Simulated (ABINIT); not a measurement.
# GaN (F-43m) in ABINIT: a series of runs

The runs below take GaN through band structure, with PBE.

All numbers are computed with ABINIT 10.8.3 (patched build); they aren't measurements. Logs are shortened: lines on timing, memory, paths and dates and some standing lists are left out, and cuts for length are marked. The log counts tension as positive stress, the text compression.

**The experiment to reproduce.**

A printed reference work, textbook reports, for a bulk crystal of GaN at 0 K: band gap 3.299 eV (direct).

The results are compared with them further down.

### Step 1. The crystal as given

The structure is cubic, space group F-43m (No. 216). Conventional cell: a = 4.507 Å, b = 4.507 Å, c = 4.507 Å, α = 90.00°, β = 90.00°, γ = 90.00°. Around Ga (site symmetry -43m) lie 4 N at 1.95 Å. N (site symmetry -43m) has 4 Ga at 1.95 Å as nearest neighbours.

The cell is a database's computed one.

### Step 2. Band structure, PBE

run.abi

```
ndtset 2

pp_dirpath "./"
pseudos "Ga.GGA_PBE-JTH.xml, N.GGA_PBE-JTH.xml"

acell 6.0224269985 6.0224269985 6.0224269985
rprim
     0.0000000000     0.7071067812     0.7071067812
     0.7071067812     0.0000000000     0.7071067812
     0.7071067812     0.7071067812     0.0000000000
ntypat 2
znucl 31 7
natom 2
typat 1 2
xcart
     0.0000000000     0.0000000000     0.0000000000
     2.1292494849     2.1292494849     2.1292494849

ecut 26.0
pawecutdg 48.0
pawxcdev 0

ixc 11

occopt 3
tsmear 0.05 eV

nstep 100

iomode 3
prtwf 0
prteig 0
prtebands 0
enunit 1
prtden1 1

kptopt1 1
ngkpt1 10 10 10
nshiftk1 1
shiftk1 0.0 0.0 0.0
nband1 13
tolvrs1 1.0e-9

iscf2 -2
getden2 1
nband2 19
nbdbuf2 4
tolwfr2 1.0e-11
kptopt2 -9
ndivsm2 8
prteig2 1
kptbounds2
     0.0000000000     0.0000000000     0.0000000000
     0.5000000000     0.0000000000     0.5000000000
     0.5000000000     0.2500000000     0.7500000000
     0.3750000000     0.3750000000     0.7500000000
     0.0000000000     0.0000000000     0.0000000000
     0.5000000000     0.5000000000     0.5000000000
     0.6250000000     0.2500000000     0.6250000000
     0.5000000000     0.2500000000     0.7500000000
     0.5000000000     0.5000000000     0.5000000000
     0.3750000000     0.3750000000     0.7500000000
```

Potentials or basis: JTH PAW PBE v2.0.

Launch:

```sh
$ abinit run.abi > log 2>&1
```

run.abo:

```text
.Version 10.8.3 of ABINIT
 DATASET    1 : space group F-4 3 m (#216); Bravais cF (face-center cubic)
================================================================================
 Values of the parameters that define the memory need for DATASET  1.
     intxc =       0    ionmov =       0      iscf =      17    lmnmax =      18
     lnmax =       6     mgfft =      30  mpssoang =       3    mqgrid =    3001
     natom =       2  nloc_mem =       2    nspden =       1   nspinor =       1
    nsppol =       1      nsym =      24    n1xccc =       1    ntypat =       2
    occopt =       3   xclevel =       2
       mpw =         990          nfft =       27000          nkpt =          47
 PAW method is used; the additional fine FFT grid is defined by:
   mgfftf=        40    nfftf =     64000
================================================================================
================================================================================

 DATASET    2 : space group F-4 3 m (#216); Bravais cF (face-center cubic)
================================================================================
 Values of the parameters that define the memory need for DATASET  2.
     intxc =       0    ionmov =       0      iscf =      -2    lmnmax =      18
     lnmax =       6     mgfft =      30  mpssoang =       3    mqgrid =    3001
     natom =       2  nloc_mem =       2    nspden =       1   nspinor =       1
    nsppol =       1      nsym =      24    n1xccc =       1    ntypat =       2
    occopt =       3   xclevel =       2
       mpw =         994          nfft =       27000          nkpt =         139
 PAW method is used; the additional fine FFT grid is defined by:
   mgfftf=        40    nfftf =     64000
================================================================================
================================================================================

--------------------------------------------------------------------------------
------------- Echo of variables that govern the present computation ------------
--------------------------------------------------------------------------------
 -outvars: echo values of preprocessed input variables --------
            acell      6.0224269985E+00  6.0224269985E+00  6.0224269985E+00 Bohr
              amu      6.97230000E+01  1.40067400E+01
             ecut      2.60000000E+01 Hartree
           enunit           1
           getden1          0
           getden2          1
             iscf1         17
             iscf2         -2
                       outvar_i_n : Printing only first  50 k-points.
              ixc          11
           jdtset        1    2
                       outvar_i_n : Printing only first  50 k-points.
           kptopt1          1
           kptopt2         -9
         kptrlatt       10    0    0      0   10    0      0    0   10
          kptrlen1     6.02242700E+01
          kptrlen2     3.00000000E+01
            natom           2
            nband1         13
            nband2         19
           nbdbuf1          0
           nbdbuf2          4
           ndtset           2
           ndivsm1          0
           ndivsm2          8
            ngfft          30      30      30
          ngfftdg          40      40      40
             nkpt1         47
             nkpt2        139
            nstep         100
             nsym          24
           ntypat           2
           occopt           3
        pawecutdg      4.80000000E+01 Hartree
         pawxcdev           0
        prtebands           0
           prteig1          0
           prteig2          1
            prtwf           0
            rprim      0.0000000000E+00  7.0710678120E-01  7.0710678120E-01
                       7.0710678120E-01  0.0000000000E+00  7.0710678120E-01
                       7.0710678120E-01  7.0710678120E-01  0.0000000000E+00
           shiftk1     0.00000000E+00  0.00000000E+00  0.00000000E+00
           shiftk2     5.00000000E-01  5.00000000E-01  5.00000000E-01
          spgroup         216
           tolvrs1     1.00000000E-09
           tolvrs2     0.00000000E+00
           tolwfr1     0.00000000E+00
           tolwfr2     1.00000000E-11
           tsmear      1.83746611E-03 Hartree
            typat      1  2
[... 246 lines left out ...]
         ecut(hartree)=     48.000   => boxcut(ratio)=   2.12962
--------------------------------------------------------------------------------

================================================================================
 Non-SCF case, kpt    1 (  0.00000  0.00000  0.00000), residuals and eigenvalues=
  7.41E-12  1.61E-12  3.35E-12  9.83E-12  5.24E-12  2.53E-12  9.94E-12  1.86E-12
  7.23E-12  1.48E-12  9.85E-12  1.20E-12  8.07E-12  3.68E-12  3.15E-12  5.84E-12
  2.57E-11  1.40E-09  1.79E-09
 -3.7425E-01 -2.8277E-01 -2.8277E-01 -2.8277E-01 -2.7118E-01 -2.7118E-01
  2.1156E-01  2.1156E-01  2.1156E-01  2.7449E-01  5.8994E-01  5.8994E-01
  5.8994E-01  8.5817E-01  9.0294E-01  9.0294E-01  9.0294E-01  9.3751E-01
  9.3751E-01
 Non-SCF case, kpt    2 (  0.02174  0.00000  0.02174), residuals and eigenvalues=
  9.77E-12  4.51E-12  5.49E-12  3.13E-12  7.24E-12  6.73E-12  8.70E-12  1.51E-12
  1.51E-12  6.23E-12  8.30E-12  1.51E-12  4.35E-12  9.38E-12  8.93E-12  5.64E-12
[... 1087 lines left out ...]
  1.62E-12  1.43E-12  1.40E-12  5.25E-12  7.40E-13  5.48E-12  9.58E-12  2.51E-12
  2.91E-11  1.49E-08  2.74E-08
 -3.3514E-01 -2.7861E-01 -2.7370E-01 -2.7329E-01 -2.6987E-01 -2.0407E-01
 -4.2618E-03  5.4383E-02  1.3448E-01  4.0093E-01  5.0131E-01  6.1286E-01
  6.7784E-01  7.1723E-01  9.5223E-01  1.0540E+00  1.1080E+00  1.1668E+00
  1.2107E+00
 Non-SCF case, kpt  139 (  0.37500  0.37500  0.75000), residuals and eigenvalues=
  7.71E-12  6.75E-12  2.63E-12  3.61E-12  3.43E-12  8.65E-12  8.95E-12  2.11E-12
  2.75E-12  1.61E-12  6.99E-12  3.96E-12  2.46E-12  3.79E-12  2.61E-12  3.94E-12
  8.28E-11  1.62E-10  4.73E-07
 -3.3497E-01 -2.7861E-01 -2.7339E-01 -2.7335E-01 -2.6974E-01 -2.0355E-01
 -4.0685E-03  5.5214E-02  1.3164E-01  3.9485E-01  4.9996E-01  6.1794E-01
  6.8295E-01  7.1087E-01  9.6489E-01  1.0535E+00  1.1150E+00  1.1630E+00
  1.2210E+00

--- !ResultsGS
iteration_state: {dtset: 2, }
comment   : Summary of ground state results
lattice_vectors:
- [  0.0000000,   4.2584990,   4.2584990, ]
- [  4.2584990,   0.0000000,   4.2584990, ]
- [  4.2584990,   4.2584990,   0.0000000, ]
lattice_lengths: [   6.02243,    6.02243,    6.02243, ]
lattice_angles: [ 60.000,  60.000,  60.000, ] # degrees, (23, 13, 12)
lattice_volume:   1.5445417E+02
convergence: {deltae:  0.000E+00, res2:  0.000E+00, residm:  9.978E-12, diffor:  0.000E+00, }
etotal    :  -8.91387547E+01
entropy   :   0.00000000E+00
fermie    :   2.44659528E-01
cartesian_stress_tensor: null
pressure_GPa: null
xred      :
- [  0.0000E+00,   0.0000E+00,   0.0000E+00, Ga]
- [  2.5000E-01,   2.5000E-01,   2.5000E-01,  N]
cartesian_forces: null
force_length_stats: {min: null, max: null, mean: null, }
...

 Integrated electronic density in atomic spheres:
 ------------------------------------------------
 Atom  Sphere_radius  Integrated_density
    1        2.10359         11.18380135
    2        1.20497          2.57314102

================================================================================

 ----iterations are completed or convergence reached----

 Mean square residual over all n,k,spin=   47.693E-13; max=  99.782E-13
 reduced coordinates (array xred) for    2 atoms
       0.000000000000      0.000000000000      0.000000000000
       0.250000000000      0.250000000000      0.250000000000

 cartesian coordinates (angstrom) at end:
    1      0.00000000000000     0.00000000000000     0.00000000000000
    2      1.12675030300373     1.12675030300373     1.12675030300373
 length scales=  6.022426998500  6.022426998500  6.022426998500 bohr
              =  3.186931119771  3.186931119771  3.186931119771 angstroms
 Eigenvalues (   eV  ) for nkpt= 139  k points:
 kpt#   1, nband= 19, wtk=  1.00000, kpt=  0.0000  0.0000  0.0000 (reduced coord)
 -10.18376   -7.69463   -7.69463   -7.69463   -7.37919   -7.37919    5.75697    5.75697
   5.75697    7.46936   16.05311   16.05311   16.05311   23.35211   24.57038   24.57038
  24.57038   25.51096   25.51096
 kpt#   2, nband= 19, wtk=  1.00000, kpt=  0.0217  0.0000  0.0217 (reduced coord)
 -10.17658   -7.69339   -7.69339   -7.69309   -7.37977   -7.37884    5.67311    5.74109
   5.74109    7.55565   16.00633   16.06921   16.06921   23.39235   24.12269   24.60358
  24.60358   25.52233   25.90944
 kpt#   3, nband= 19, wtk=  1.00000, kpt=  0.0435  0.0000  0.0435 (reduced coord)
 -10.15518   -7.68969   -7.68969   -7.68837   -7.38144   -7.37778    5.45926    5.69403
   5.69403    7.77643   15.87135   16.11706   16.11706   23.15716   23.77852   24.70296
  24.70296   25.55643   26.43875
 kpt#   4, nband= 19, wtk=  1.00000, kpt=  0.0652  0.0000  0.0652 (reduced coord)
 -10.12004   -7.68354   -7.68354   -7.68014   -7.38405   -7.37603    5.17548    5.61758
   5.61758    8.07018   15.66214   16.19539   16.19539   22.40057   24.04582   24.86793
  24.86793   25.61328   26.82620
 kpt#   5, nband= 19, wtk=  1.00000, kpt=  0.0870  0.0000  0.0870 (reduced coord)
[... 525 lines left out ...]
   3.85021   11.29061   13.56656   16.34538   18.07340   20.09786   25.40197   28.31458
  29.49169   31.77539   32.67070
 kpt# 137, nband= 19, wtk=  1.00000, kpt=  0.3929  0.3929  0.7143 (reduced coord)
  -9.12671   -7.58218   -7.45922   -7.43371   -7.34552   -5.58814   -0.16778    1.56430
   3.74944   11.09350   13.63175   16.50856   18.27368   19.77401   25.62565   28.59719
  29.82479   31.79336   32.75004
 kpt# 138, nband= 19, wtk=  1.00000, kpt=  0.3839  0.3839  0.7321 (reduced coord)
  -9.11951   -7.58135   -7.44763   -7.43658   -7.34357   -5.55306   -0.11597    1.47983
   3.65938   10.90984   13.64125   16.67668   18.44489   19.51693   25.91148   28.68004
  30.15080   31.74960   32.94524
 kpt# 139, nband= 19, wtk=  1.00000, kpt=  0.3750  0.3750  0.7500 (reduced coord)
  -9.11505   -7.58135   -7.43940   -7.43811   -7.34001   -5.53877   -0.11071    1.50245
   3.58216   10.74445   13.60455   16.81499   18.58411   19.34371   26.25603   28.66602
  30.34036   31.64767   33.22481

== END DATASET(S) ==============================================================
================================================================================

 -outvars: echo values of variables after computation  --------
            acell      6.0224269985E+00  6.0224269985E+00  6.0224269985E+00 Bohr
           etotal1    -8.9138754661E+01
            fcart1    -1.2102600667E-29  1.5560486572E-29 -3.2108940546E-30
                       1.2102600667E-29 -1.5560486572E-29  3.2108940546E-30
            rprim      0.0000000000E+00  7.0710678120E-01  7.0710678120E-01
                       7.0710678120E-01  0.0000000000E+00  7.0710678120E-01
                       7.0710678120E-01  7.0710678120E-01  0.0000000000E+00
           strten1    -1.8829516892E-04 -1.8829516892E-04 -1.8829516892E-04
                       0.0000000000E+00  0.0000000000E+00  0.0000000000E+00
           xangst      0.0000000000E+00  0.0000000000E+00  0.0000000000E+00
                       1.1267503030E+00  1.1267503030E+00  1.1267503030E+00
             xred      0.0000000000E+00  0.0000000000E+00  0.0000000000E+00
                       2.5000000000E-01  2.5000000000E-01  2.5000000000E-01
 Calculation completed.
```

It took 61 s on 1 thread of Arm Neoverse V1, shared host; peak memory 0.13 GiB.

Results:

- Free energy: -2425.5891 eV
- Pressure: 5.5 GPa
- Band gap on the k mesh: 1.71 eV, direct
- Band gap along the path: 1.71 eV, direct
- Valence electrons inside the program's atomic spheres: Ga 11.18; N 2.57

Levels at the corners of the path, in eV from the valence-band top:
```tsv
point	band 7	band 8	band 9	band 10	band 11	band 12
Γ	0.00	0.00	0.00	1.71	10.30	10.30
X	-6.12	-2.71	-2.71	3.34	6.65	11.70
W	-5.70	-3.69	-3.64	6.21	8.37	10.26
K	-5.87	-4.25	-2.17	4.99	7.85	11.06
Γ	0.00	0.00	0.00	1.71	10.30	10.30
L	-7.04	-0.97	-0.97	4.63	8.72	10.35
U	-5.87	-4.25	-2.17	4.99	7.85	11.06
W	-5.70	-3.69	-3.64	6.21	8.37	10.26
L	-7.04	-0.97	-0.97	4.63	8.72	10.35
K	-5.87	-4.25	-2.17	4.99	7.85	11.06
```

### Step 3. Band structure, PBE, spin-orbit coupling, no magnetisation

Changes to run.abi since step 2:

```diff
@@ -27,2 +27,6 @@
 
+nspinor 2
+nspden 1
+pawspnorb 1
+
 nstep 100
@@ -36,3 +40,3 @@
 
-kptopt1 1
+kptopt1 4
 ngkpt1 10 10 10
@@ -40,3 +44,3 @@
 shiftk1 0.0 0.0 0.0
-nband1 13
+nband1 26
 tolvrs1 1.0e-9
@@ -45,4 +49,4 @@
 getden2 1
-nband2 19
-nbdbuf2 4
+nband2 38
+nbdbuf2 8
 tolwfr2 1.0e-11
```

Potentials or basis: JTH PAW PBE v2.0.

Launch:

```sh
$ abinit run.abi > log 2>&1
```

run.abo:

```text
.Version 10.8.3 of ABINIT
 DATASET    1 : space group F2 3 (#196); Bravais cF (face-center cubic)
================================================================================
 Values of the parameters that define the memory need for DATASET  1.
     intxc =       0    ionmov =       0      iscf =      17    lmnmax =      18
     lnmax =       6     mgfft =      30  mpssoang =       3    mqgrid =    3001
     natom =       2  nloc_mem =       2    nspden =       1   nspinor =       2
    nsppol =       1      nsym =      12    n1xccc =       1    ntypat =       2
    occopt =       3   xclevel =       2
       mpw =         990          nfft =       27000          nkpt =          95
 PAW method is used; the additional fine FFT grid is defined by:
   mgfftf=        40    nfftf =     64000
================================================================================
[... 3009 lines left out ...]
  -7.25669   -7.18369   -5.57067   -5.48201   -0.11465   -0.10706    1.47871    1.52441
   3.57886    3.58414   10.74362   10.74437   13.60295   13.60562   16.79822   16.83036
  18.57303   18.58093   19.30242   19.39394   26.24841   26.25985   28.58579   28.74632
  30.31700   30.36342   31.64623   31.64932   33.22250   33.22721

== END DATASET(S) ==============================================================
================================================================================

 -outvars: echo values of variables after computation  --------
            acell      6.0224269985E+00  6.0224269985E+00  6.0224269985E+00 Bohr
           etotal1    -8.9138958984E+01
            fcart1     7.1010156976E-29 -7.2862595853E-30 -5.5449670404E-29
                      -7.1010156976E-29  7.2862595853E-30  5.5449670404E-29
            rprim      0.0000000000E+00  7.0710678120E-01  7.0710678120E-01
                       7.0710678120E-01  0.0000000000E+00  7.0710678120E-01
                       7.0710678120E-01  7.0710678120E-01  0.0000000000E+00
           strten1    -1.8770063482E-04 -1.8770063482E-04 -1.8770063482E-04
                       0.0000000000E+00  0.0000000000E+00  0.0000000000E+00
           xangst      0.0000000000E+00  0.0000000000E+00  0.0000000000E+00
                       1.1267503030E+00  1.1267503030E+00  1.1267503030E+00
             xred      0.0000000000E+00  0.0000000000E+00  0.0000000000E+00
                       2.5000000000E-01  2.5000000000E-01  2.5000000000E-01
 Calculation completed.
```

It took 6 min on 1 thread of Arm Neoverse V1, shared host; peak memory 0.25 GiB.

Results:

- Free energy: -2425.5946 eV
- Pressure: 5.5 GPa
- Band gap on the k mesh: 1.71 eV, direct
- Band gap along the path: 1.71 eV, direct
- Valence electrons inside the program's atomic spheres: Ga 11.18; N 2.57

Levels at the corners of the path, in eV from the valence-band top:
| point | band 15 | band 16 | band 17 | band 18 | band 19 | band 20 | band 21 | band 22 |
| --- | --- | --- | --- | --- | --- | --- | --- | --- |
| Γ | 0.00 | 0.00 | 0.00 | 0.00 | 1.71 | 1.71 | 10.07 | 10.07 |
| X | -2.73 | -2.73 | -2.69 | -2.69 | 3.34 | 3.34 | 6.65 | 6.65 |
| W | -3.72 | -3.70 | -3.65 | -3.62 | 6.20 | 6.21 | 8.36 | 8.37 |
| K | -4.28 | -4.24 | -2.18 | -2.18 | 4.98 | 4.98 | 7.84 | 7.85 |
| Γ | 0.00 | 0.00 | 0.00 | 0.00 | 1.71 | 1.71 | 10.07 | 10.07 |
| L | -0.99 | -0.99 | -0.96 | -0.96 | 4.62 | 4.62 | 8.71 | 8.71 |
| U | -4.28 | -4.24 | -2.18 | -2.18 | 4.98 | 4.98 | 7.84 | 7.85 |
| W | -3.72 | -3.70 | -3.65 | -3.62 | 6.20 | 6.21 | 8.36 | 8.37 |
| L | -0.99 | -0.99 | -0.96 | -0.96 | 4.62 | 4.62 | 8.71 | 8.71 |
| K | -4.28 | -4.24 | -2.18 | -2.18 | 4.98 | 4.98 | 7.84 | 7.85 |

### Step 4. Comparison with measurements

Step 2. A measured gap of GaN is 3.299 eV (direct; 0 K; a printed reference work, textbook); the calculated 1.71 eV misses it by -1.59 eV. Spin-orbit coupling on Ga is left out. The value is that of PBE, without temperature or zero-point motion. Semilocal functionals fall short of measured gaps as a rule. The cell is a database's relaxed one, not the measured one, which moves gaps too.

Step 3. A measured gap of GaN is 3.299 eV (direct; 0 K; a printed reference work, textbook); the calculated 1.71 eV misses it by -1.59 eV. The value is that of PBE, without temperature or zero-point motion. Semilocal functionals fall short of measured gaps as a rule. The cell is a database's relaxed one, not the measured one, which moves gaps too.
